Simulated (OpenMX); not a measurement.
Sb:

```
CELL_PARAMETERS angstrom
-1.87134 1.87134 1.87134
1.87134 -1.87134 1.87134
1.87134 1.87134 -1.87134
ATOMIC_POSITIONS crystal
Sb 0.00000 0.00000 0.00000
```

This isn't the form of Sb at room conditions, which is rhombohedral.

| Item | Value |
| --- | --- |
| Program | OpenMX 3.8.5 |
| Task | single point |
| Functional | PBE |
| Potentials or basis | OpenMX 2013 PBE set, Sb7.0-s3p2d2, grid cutoff 500 Ry |
| k mesh | 11 × 11 × 11 |
| Occupations | fermi-dirac, width 0.05 eV |
| Spin | no spin polarisation |

On this cell: pressure 3.9 GPa; band gap on the k mesh none (metal or under the smearing width).

The same run follows on a disturbed copy (cell strained at random at fixed volume):

```
Sb
1.0
    -1.91168    1.89860    1.91097
     1.86645   -1.92422    1.89137
     1.82583    1.83838   -1.93660
Sb
1
Direct
  0.00668 0.00212 0.01774
```

What does the disturbed cell give?

The energy (extrapolated to zero smearing) moves by +9.1 meV/atom; pressure 4.5 GPa; band gap on the k mesh none (metal or under the smearing width).

Caveats: the basis of atomic orbitals isn't converged, which shifts pressures, moduli and gaps.
